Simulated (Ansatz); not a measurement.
CoSi:

```xyz
2
Lattice="2.7813 0.0000 0.0000 0.0000 2.7813 0.0000 0.0000 0.0000 2.7813" Properties=species:S:1:pos:R:3 pbc="T T T"
Co   -0.0283   -0.0311   -0.0005
Si    1.3704    1.4038    1.4212
```

The cell comes from a database or a generator and needn't be the stable form of this composition.

The cell isn't the ideal one: atoms moved at random, drawn with an rms of 0.05 Å.

Below is the output of Ansatz 0.2.0 for this cell. Logs are shortened: lines on timing, memory, paths and dates and some standing lists are left out, and cuts for length are marked.

```text
Warning: RAYON_NUM_THREADS=2 ignored (pool sized by the plan → 2); use --threads N
Co: projections on atomic orbitals take those of the free atom 1s2 2s2 2p6 3s2 3p6 3d7 4s2, of charge +0.00 (hamiltonian.pseudopotentials.projection_atoms)
Si: projections on atomic orbitals take those of the free atom 1s2 2s2 2p6 3s2 3p2, of charge +0.00 (hamiltonian.pseudopotentials.projection_atoms)
LAPW: plane waves up to 8.664 Å⁻¹, error target 1.0e-3 eV per atom; small_component_spin mean_spin; Si in spheres of 1.076 Å, 12 of its electrons in bands, Dirac shells []; Co in spheres of 1.285 Å, 17 of its electrons in bands, Dirac shells [] (how accurate: hamiltonian.pseudopotentials.lapw.basis_error, Limitations)
Engine: ansatz 0.2.0, aarch64-unknown-linux-gnu
Pseudopotentials: kind: all_electron
Pseudopotential: Co, LAPW, valence charge 17, lapw/all_electron/scalar/gaussian/Co, Koelling and Harmon's equation, gaussian nucleus
Pseudopotential: Si, LAPW, valence charge 12, lapw/all_electron/scalar/gaussian/Si, Koelling and Harmon's equation, gaussian nucleus
Functional definition: PBE
  parameter kappa = 0.804
  parameter beta = 0.06672455060314922
  exchange = pbe_x(kappa = kappa, mu = beta*pi^2/3)
  correlation = pbe_c(beta = beta)
Crystal: 2 atoms, lattice volume = 21.516 Å³
Basis set: ecut = 285.98388846456925 eV, 251 PW (Γ), exchange–correlation at level 2
Bands: 20, of which v1, the nominal top of the filled ones, is band 15 counted from 1 (14 counted from 0)
Symmetry: 1 space group operations
Space group: P1 (ITA 1), of the structure as read, at distance tolerance 2.8e-5 Å
Magnetic group: BNS 1.1 (UNI 1), of the structure as read, at distance tolerance 2.8e-5 Å
k-points: 504 of 1000 (time reversal used)
Non-local potential: Co, projectors of the file, none
Non-local potential: Si, projectors of the file, none
Initial density: superposition of atomic densities (chi_scale 0.1, normalization cell)
Starting moments: Σ|m| = 2 μB on 1 of 2 sites
[... 15 lines left out ...]
SCF iter   9: F=—  HF=-45810.650973 eV  |F-HF|=—  |Δ(HF+E_count)|=   1.59e-8  Δρ=2.06e-6 (↑1.78e-6 ↓2.06e-6)  dr2=3.53e-9  dr2_m=2.47e-10  M=0.554 μB ∫|m|=0.591 μB  β_m=0.80  ethr=3.63e-10  ⟨swp⟩=2.9  Hψ=54290  notcnv=0
SCF iter  10: F=-45810.650973 eV  HF=-45810.650973 eV  |F-HF|=5.24e-10  |Δ(HF+E_count)|=   3.00e-9  Δρ=6.53e-7 (↑6.53e-7 ↓3.63e-7)  dr2=1.14e-10  dr2_m=3.24e-11  M=0.554 μB ∫|m|=0.591 μB  ethr=1.22e-11  ⟨swp⟩=3.0  Hψ=56445  notcnv=0
SCF 1 converged in 10 iterations: F = -45810.650973 eV  dr2 = 1.14e-10
SCF converged after 10 iterations
Magnetization: 0.5541 μB (14.7770 up, 14.2230 down)
Absolute magnetization: 0.5913 μB (∫|ρ↑−ρ↓|)
Spin contamination: 0.0085 ħ² per cell (⟨S²⟩ above its minimum at these occupations)
Per-site moments (μB) at R_I (Å): [(0.5628880494868653, 1.284955895978129), (0.0062663337711601486, 1.0758250598647743)]
Free energy (F): -45810.650973 eV
Harris-Foulkes:  -45810.650973 eV  (|F-HF|=5.24e-10)
Internal energy: -45810.636004 eV  (E = F + TS)
E sigma→0 (E₀):  -45810.643488 eV
Entropy (-TS):   -0.014970 eV (-7.485 meV/atom)
Fermi energy:    18.867833 eV
--- Per-component energies (eV) ---
  E_band       = -867.858264
  E_kinetic    = 46396.498507
  E_xc         = -2196.352557
  E_electrostatic = -90010.781954  (all electrons and nuclei)
  E_smearing   = -0.014970  (= −TS)
  E_closure    = 0.000000  (closes the sum)
  E_atoms      = -45796.146146  (free atoms, spherical and without spin; not in F)
  Σ components = -45810.650973   (vs F -45810.650973, Δ=0.00e0)
  Basis errors (estimates in eV, not in F): energy 3.0e-4 per atom: plane waves 2.6e-4 (1.4e-4 summed), levels above the bands 8.5e-83, relativity 9.4e-9, radial functions 3.9e-5, core shells 2.1e-9; eigenvalues (radial functions only) 1.5e-6; not estimated: angular momenta, meshes, grids; target (lapw.basis_error) 1.0e-3; muffin-tin radii Si 1.076 Å, Co 1.285 Å
--- Forces (eV/Å), atoms counted from 1 ---
  atom   1  Co     0.04028622     0.21883002     0.15439120
  atom   2  Si    -0.04028645    -0.21883088    -0.15439174
  max |Σ_I F_I| component: 8.66e-7 eV/Å
--- Stress (GPa, compression-positive) ---
        1.119798       0.092373       0.065011
        0.092373       0.950778       0.354961
        0.065011       0.354961       1.038319
  P = ⅓ Tr σ = 1.0363 GPa (10.363 kbar)
--- Band table (eV; the first three rows and the last of 1008) ---
  k-point 0 ↑: bands = ["-116.3086", "-76.7459", "-72.3565", "-72.3562", "-72.3560", "-40.0373", "-40.0363", "-40.0353", "4.5336", "14.6428", "14.6428", "17.2438", "17.2496", "17.2523", "21.7752", "21.7780", "21.7833", "26.2182", "26.2254", "30.7603"]
  k-point 1 ↑: bands = ["-116.3085", "-76.7455", "-72.3566", "-72.3564", "-72.3560", "-40.0420", "-40.0360", "-40.0355", "4.7262", "14.5443", "14.7059", "17.0818", "17.0858", "17.2637", "20.6143", "22.1051", "22.1155", "26.1618", "27.2685", "31.4429"]
  k-point 2 ↑: bands = ["-116.3085", "-76.7445", "-72.3573", "-72.3564", "-72.3559", "-40.0563", "-40.0349", "-40.0344", "5.2970", "14.0407", "14.8768", "16.7149", "16.7202", "17.3005", "18.9905", "22.9739", "22.9817", "25.9921", "28.5426", "33.5975"]
  k-point 503 ↓: bands = ["-116.3042", "-76.0616", "-72.3546", "-72.3543", "-72.3541", "-39.4307", "-39.4301", "-39.4285", "12.9559", "12.9620", "12.9634", "17.1237", "18.7150", "18.7163", "20.0778", "20.0829", "20.0923", "22.4963", "22.5066", "22.5160"]
--- Löwdin populations: 2 sites ---
  site symbol       q [e]    m [muB]
     0     Co     26.5939     0.5387
     1     Si     14.1298     0.0386
  spilling = 0.006739 (of n_electrons = 41.000000)
```

**Question.** Write the input and the command behind it.

**Answer.** Single point with PBE, collinear spin, ferromagnetic start. The files as run (others can give the same):

input.yaml
```yaml
crystal:
  lattice:
    - [2.781334, 0.0, 0.0]
    - [0.0, 2.781334, 0.0]
    - [0.0, 0.0, 2.781334]
  atoms:
    - { symbol: Co, position: [-0.010183, -0.011176, -0.000176], spin: 2.0 }
    - { symbol: Si, position: [0.492713, 0.50471, 0.510975] }
kpoints:
  mp_grid: { grid: [10, 10, 10] }
scf:
  occupations: { method: fermi_dirac, width: 0.05 }
hamiltonian:
  xc: pbe
  pseudopotentials: { kind: all_electron, lapw: { basis_error: 0.001 } }
magnetization:
  spin_polarized: true
output:
  forces: true
  stress: true
  eigenvalues: true
  populations: true
```

Potentials or basis: all-electron LAPW, scalar-relativistic.
Run with:
```bash
$ ansatz run input.yaml --threads 2 --pin off --max-ram 6144MiB --backend cpu --events-out ev --progress --plain --runs-dir out
```
